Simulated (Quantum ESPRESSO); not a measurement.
# Ni: single point with PBEsol

Ni:

```
CELL_PARAMETERS angstrom
0.00000 1.73757 1.73757
1.73757 0.00000 1.73757
1.73757 1.73757 0.00000
ATOMIC_POSITIONS crystal
Ni 0.00000 0.00000 0.00000
```

```yaml
Program: Quantum ESPRESSO 7.5
Task: single point
Functional: PBEsol
Potentials_or_basis: GBRV 1.5 PBEsol
Cutoff: 612 eV
Density_cutoff: 4898 eV
k_mesh: 13 × 13 × 13
Occupations: fermi-dirac, width 0.05 eV
Spin: collinear spin, ferromagnetic start
Starting_moments: "[1.0] μB"
```

```yaml
Pressure: -2.6 GPa
Band_gap_on_the_k_mesh: none (metal or under the smearing width)
Net_moment: 0.64 μB per cell
Absolute_moment: 0.72 μB per cell
Site_moments: Ni +0.67 μB
Valence_electrons_inside_the_program's_atomic_spheres: Ni 16.67
```

Levels at points of the mesh, in eV from the Fermi level:
Spin up:
```
           k point  band 6  band 7  band 8  band 9  band 10  band 11  band 12  band 13
(0.00, 0.00, 0.00)   -2.58   -2.58   -2.58   -1.38    -1.38    23.69    27.89    27.89
```
Spin down:
| k point | band 7 | band 8 | band 9 | band 10 | band 11 | band 12 |
| --- | --- | --- | --- | --- | --- | --- |
| (0.00, 0.00, 0.00) | -1.83 | -1.83 | -0.67 | -0.67 | 23.57 | 27.89 |

Wall time 14 s on 2 MPI ranks on Intel(R) Xeon(R) Platinum 8488C (Sapphire Rapids) (shared host), peak memory 0.14 GiB a rank.
